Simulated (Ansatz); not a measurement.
# BN (Fmm2) in Ansatz: single point with PBE

Aim: the single point of BN with PBE.

Everything below comes from runs of Ansatz 0.2.0. Logs are shortened: lines on timing, memory, paths and dates and some standing lists are left out, and cuts for length are marked.

## Step 1: The cell of the first run

It takes space group Fmm2 (No. 42, orthorhombic). Conventional cell: a = 2.478 Å, b = 6.921 Å, c = 4.332 Å, α = 90.00°, β = 90.00°, γ = 90.00°. Around N (site symmetry mm2) lie 3 B at 1.43 to 1.44 Å. Around B (site symmetry mm2) lie 3 N at 1.43 to 1.44 Å.

Measurements of this composition are mostly on another form, of space group No. 194.

## Step 2: Single point, PBE (strain = -0.01)

Input file input.yaml:

```yaml
crystal:
  lattice:
    - [0.0, 3.4603626717, 2.16609124]
    - [1.239115779, 0.0, 2.16609124]
    - [1.239115779, 3.4603626717, 0.0]
  atoms:
    - { symbol: "N", position: [0.66665134, 0.66665134, 0.33334866] }
    - { symbol: B, position: [4.865e-05, 4.865e-05, 0.99995135] }
kpoints:
  mp_grid: { grid: [13, 13, 13] }
scf:
  occupations: { method: fermi_dirac, width: 0.05 }
hamiltonian:
  xc: pbe
  pseudopotentials: { kind: all_electron, lapw: { basis_error: 0.001 } }
output:
  forces: true
  stress: true
  eigenvalues: true
```

Potentials or basis: all-electron LAPW, scalar-relativistic.

Command:

```sh
ansatz run input.yaml --threads 1 --pin off --max-ram 3072MiB --backend cpu --events-out ev --progress --plain --runs-dir out
```

The program printed:

```text
Warning: RAYON_NUM_THREADS=1 ignored (pool sized by the plan → 1); use --threads N
LAPW: plane waves up to 11.822 Å⁻¹, error target 1.0e-3 eV per atom; small_component_spin mean_spin; B in spheres of 0.678 Å, 5 of its electrons in bands, Dirac shells []; N in spheres of 0.756 Å, 7 of its electrons in bands, Dirac shells [] (how accurate: hamiltonian.pseudopotentials.lapw.basis_error, Limitations)
Engine: ansatz 0.2.0, x86_64-unknown-linux-gnu
Pseudopotentials: kind: all_electron
Pseudopotential: N, LAPW, valence charge 7, lapw/all_electron/scalar/gaussian/N, Koelling and Harmon's equation, gaussian nucleus
Pseudopotential: B, LAPW, valence charge 5, lapw/all_electron/scalar/gaussian/B, Koelling and Harmon's equation, gaussian nucleus
Functional definition: PBE
  parameter kappa = 0.804
  parameter beta = 0.06672455060314922
  exchange = pbe_x(kappa = kappa, mu = beta*pi^2/3)
  correlation = pbe_c(beta = beta)
Crystal: 2 atoms, lattice volume = 18.575 Å³
Basis set: ecut = 532.4759829638211 eV, 509 PW (Γ), FFT grids on a1−a2−a3, a2, a3, exchange–correlation at level 2
Bands: 10, of which v1, the nominal top of the filled ones, is band 6 counted from 1 (5 counted from 0)
Symmetry: 4 space group operations
Space group: Fmm2 (ITA 42), of the structure as read, at distance tolerance 2.6e-5 Å
k-points: 343 of 2197 (time reversal used)
Non-local potential: N, projectors of the file, none
Non-local potential: B, projectors of the file, none
Initial density: superposition of atomic densities (chi_scale 0.1, normalization cell, long waves kept (reshape's long-wave potential 0.00 eV rms))
Initial wavefunctions: plane waves of lowest kinetic energy (no species holds an atomic orbital)
Functional: x = pbe(κ = 0.804, μ = 0.2195149727645171), c = pbe(β = 0.06672455060314922)
iter 1 solved again at ethr=3.68e-2 eV; its pass at ethr=1.00e-1 eV (dr2=4.42e0 eV) is discarded
SCF iter   1: F=—  HF=-2170.640523 eV  |F-HF|=—  |Δ(HF+E_count)|=         —  Δρ=1.55e-1  dr2=4.43e0  ethr=3.68e-2  ⟨swp⟩=2.0  Hψ=24416  notcnv=0
preconditioner: auto → none  [insulator: Δε(μ)=5.833 eV  Ē_g=20.093 eV  σ=0.050 eV  W_gap=1.00  n_scr=2 (ndim 8)  ℏωp=24.4 eV  f_vac=0.000  D(μ)=0.00/eV (n_scr^D=0)  ε∞_Penn≈2.5]
iter 2 solved again at ethr=3.11e-3 eV; its pass at ethr=3.68e-2 eV (dr2=3.73e-1 eV) is discarded
SCF iter   2: F=—  HF=-2168.995119 eV  |F-HF|=—  |Δ(HF+E_count)|=    1.65e0  Δρ=5.82e-2  dr2=3.74e-1  ethr=3.11e-3  ⟨swp⟩=2.0  Hψ=18922  notcnv=0
SCF iter   3: F=—  HF=-2168.827353 eV  |F-HF|=—  |Δ(HF+E_count)|=   1.68e-1  Δρ=2.27e-2  dr2=6.49e-2  ethr=3.11e-3  ⟨swp⟩=3.0  Hψ=10079  notcnv=0  defer=1
SCF iter   4: F=—  HF=-2168.815286 eV  |F-HF|=—  |Δ(HF+E_count)|=         —  Δρ=5.31e-3  dr2=2.82e-3  ethr=5.41e-4  ⟨swp⟩=3.0  Hψ=9932  notcnv=0
the basis was enlarged: its passes take 59.3 KiB over the memory plan, 1 of 1 planned eigensolver slots
SCF iter   5: F=—  HF=-2168.815625 eV  |F-HF|=—  |Δ(HF+E_count)|=   3.39e-4  Δρ=5.98e-4  dr2=3.22e-5  ethr=2.35e-5  ⟨swp⟩=3.0  Hψ=9680  notcnv=0
SCF iter   6: F=—  HF=-2168.815641 eV  |F-HF|=—  |Δ(HF+E_count)|=   1.62e-5  Δρ=4.33e-5  dr2=1.41e-7  ethr=2.69e-7  ⟨swp⟩=3.0  Hψ=8690  notcnv=0
SCF iter   7: F=-2168.815641 eV  HF=-2168.815641 eV  |F-HF|=4.04e-10  |Δ(HF+E_count)|=   2.07e-7  Δρ=1.87e-6  dr2=4.59e-10  ethr=1.18e-9  ⟨swp⟩=3.0  Hψ=8464  notcnv=0
SCF 1 converged in 7 iterations: F = -2168.815641 eV  dr2 = 4.59e-10
SCF converged after 7 iterations
Free energy (F): -2168.815641 eV
Harris-Foulkes:  -2168.815641 eV  (|F-HF|=4.04e-10)
Internal energy: -2168.815641 eV  (E = F + TS)
E sigma→0 (E₀):  -2168.815641 eV
Fermi energy:    6.672577 eV
--- Per-component energies (eV) ---
  E_band       = -1094.155623
  E_kinetic    = 2164.254213
  E_xc         = -299.842860
  E_electrostatic = -4033.226994  (all electrons and nuclei)
  E_smearing   = -0.000000  (= −TS)
  E_closure    = 0.000000  (closes the sum)
  E_atoms      = -2151.229577  (free atoms, spherical and without spin; not in F)
  Σ components = -2168.815641   (vs F -2168.815641, Δ=0.00e0)
  Basis errors (estimates in eV, not in F): energy 6.3e-4 per atom: plane waves 5.9e-4 (3.8e-4 summed), levels above the bands 1.2e-113, relativity 1.7e-8, radial functions 4.5e-5, core shells 0.0e0; eigenvalues (radial functions only) 6.3e-6; not estimated: angular momenta, meshes, grids; target (lapw.basis_error) 1.0e-3; muffin-tin radii B 0.678 Å, N 0.756 Å
--- Forces (eV/Å), atoms counted from 1 ---
  atom   1  N      0.00000000    -0.00000000     0.12576522
  atom   2  B     -0.00000000     0.00000000    -0.12575615
  max |Σ_I F_I| component: 9.06e-6 eV/Å
--- Stress (GPa, compression-positive) ---
       13.120473       0.000000       0.000000
        0.000000       2.012614      -0.000000
        0.000000      -0.000000       5.680648
  P = ⅓ Tr σ = 6.9379 GPa (69.379 kbar)
--- Band table (eV; the first three rows and the last of 343) ---
  k-point 0: bands = ["-369.7748", "-167.0373", "-13.2635", "0.1829", "3.2681", "3.3268", "9.6108", "16.2196", "16.5249", "17.8720"]
  k-point 1: bands = ["-369.7748", "-167.0373", "-13.1432", "0.2991", "2.8275", "3.0553", "9.8821", "16.3151", "16.8551", "17.4493"]
  k-point 2: bands = ["-369.7748", "-167.0373", "-12.7881", "0.6451", "1.5914", "2.4800", "10.6133", "16.1277", "16.3241", "18.2556"]
  k-point 342: bands = ["-369.7748", "-167.0372", "-10.0542", "-4.3961", "0.2211", "4.1928", "10.4694", "14.8393", "17.1362", "18.7300"]
```

Run time: 40 s. Hardware: 1 thread of Intel Xeon 6975P-C (Granite Rapids), shared host; peak memory 0.62 GiB.

Results:

```yaml
Free_energy: -2168.8156 eV
Pressure: 6.9 GPa
Largest_force: 0.126 eV/Å
Band_gap_on_the_k_mesh: 3.86 eV, indirect (least direct gap 4.67 eV)
```

Forces in eV/Å, atoms in the order of the input:
```
N    0.000  0.000  0.126
B    0.000  0.000 -0.126
```

Stress tensor (GPa, compression positive):
```
13.12  0.00  0.00
 0.00  2.01  0.00
 0.00  0.00  5.68
```

Caveat: an odd mesh through Γ misses points on the zone boundary, where band edges often lie.
